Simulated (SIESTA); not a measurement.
**Ti2C under changes of volume**

One of the cells (13.194 Å³/atom); the others are scaled copies at fixed shape and fractional positions:

```xyz
3
Lattice="1.5407 0.8895 4.8138 -1.5407 0.8895 4.8138 0.0000 -1.7790 4.8138" Properties=species:S:1:pos:R:3 pbc="T T T"
Ti    0.0000    0.0000   10.8960
Ti    0.0000    0.0000    3.5453
C     0.0000    0.0000    7.2207
```

The cell comes from a database or a generator and needn't be the stable form of this composition.

* Program: SIESTA 5.4.2
* Functional: LDA
* Potentials or basis: PseudoDojo 0.4 standard (LDA files)
* Basis: DZP (energy shift 0.003 Ry; two zetas on semicore shells)
* Grid cutoff: 800 Ry
* Energy shift: 0.003 Ry
* k mesh: 10 × 10 × 10
* Occupations: fermi-dirac, width 0.05 eV
* Spin: no spin polarisation

```csv
volume (Å³/atom),energy over the lowest point (meV/atom),pressure (GPa),largest force (eV/Å)
12.403,?,?,?
12.667,0.00,-0.5,0.290
12.931,4.29,-4.5,0.046
13.194,14.95,-8.2,0.183
13.458,31.31,-11.5,0.394
13.722,52.81,-14.4,0.589
```

What does the run at 12.403 Å³/atom give?

Energy over the lowest point 2.73 meV/atom; pressure 4.0 GPa; largest force 0.556 eV/Å.

Worked out: A Birch-Murnaghan fit of order 3 (a polynomial in V^(-2/3)) to the other rows has its minimum at 12.64 Å³/atom, just outside them, with B0 = V·E''(V) = 210 GPa and B' = 4.4 at fixed shape and positions, which overstates the stiffness. It gives 2.85 meV/atom at 12.403 Å³/atom, against the run's 2.73, and -dE/dV = 4.1 GPa, against 4.0.

Energies are extrapolated to zero smearing.

Caveats: the basis of atomic orbitals isn't converged, which shifts pressures, moduli and gaps.
